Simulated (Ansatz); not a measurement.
## Sr vacancy in SrO

Level of theory: DFT PBE, scalar-relativistic, plane waves, PAW in Ansatz 0.2.0. Run with 420 eV cutoff, 2×2×2 k-mesh, shifted by half a step, Gaussian smearing of 0.01 eV, collinear spin.

Host crystal, relaxed:

```
CELL_PARAMETERS angstrom
0.00000 2.59745 2.59745
2.59745 0.00000 2.59745
2.59745 2.59745 0.00000
ATOMIC_POSITIONS crystal
Sr 0.50000 0.50000 0.50000
O 0.00000 0.00000 0.00000
```

Supercell of 32 atoms, rows in host cell vectors: -3 1 1; 1 -3 1; 1 1 1. Atoms relax at the host's cell, keeping the symmetry that the supercell leaves at the site. The cell is small, so energies carry finite-size errors of tenths of an eV. The host's Kohn–Sham gap is 3.33 eV. Atoms are taken from and returned to the elements' standard states. Charged cells are corrected for image charges with the computed static dielectric tensor (mean 21.0) and aligned with the host's potential at far atoms (alignment terms reach 1.10 eV; the program doubts the alignment in some charges, where it is up to 1.10 eV). No band-filling term is added, and the Fermi level counts from the host's valence band top.

Starting moments were lost in some runs.

Defect: Sr vacancy at (0.500, 0.500, 0.500) of the host cell.

Question: What is the formation energy of the neutral defect?

Answer: 7.27 eV.

Question: Does the neutral defect carry a moment, and how do its surroundings relax?

Answer: It changes the cell's moment by 2.00 μB. The nearest neighbours before are 6 O at 2.60 Å; after relaxation the atoms near the site are 6 O at 2.79 Å; the largest move is 0.20 Å.

Question: Charges 0, -1, -2 were computed. Which is stable where in the gap?

Answer: Among the charges computed the stable one is 0 at the valence band top, changing to -1 at 0.04 eV, changing to -2 at 0.35 eV. In charge -1 the cell has partly filled bands: a level of the defect may be part filled, the carrier may sit in the host's bands, or levels may cross between the k points, so transitions that involve it are doubtful. Without the alignment that the program doubts, the level (0/-1) would lie at -0.56 eV, outside the gap, so these runs don't decide whether the defect changes charge there. Without the alignment that the program doubts, the level (-1/-2) would lie at -0.15 eV, outside the gap, so these runs don't decide whether the defect changes charge there. Levels between neighbouring charges: (0/-1) 0.04 eV, (-1/-2) 0.35 eV.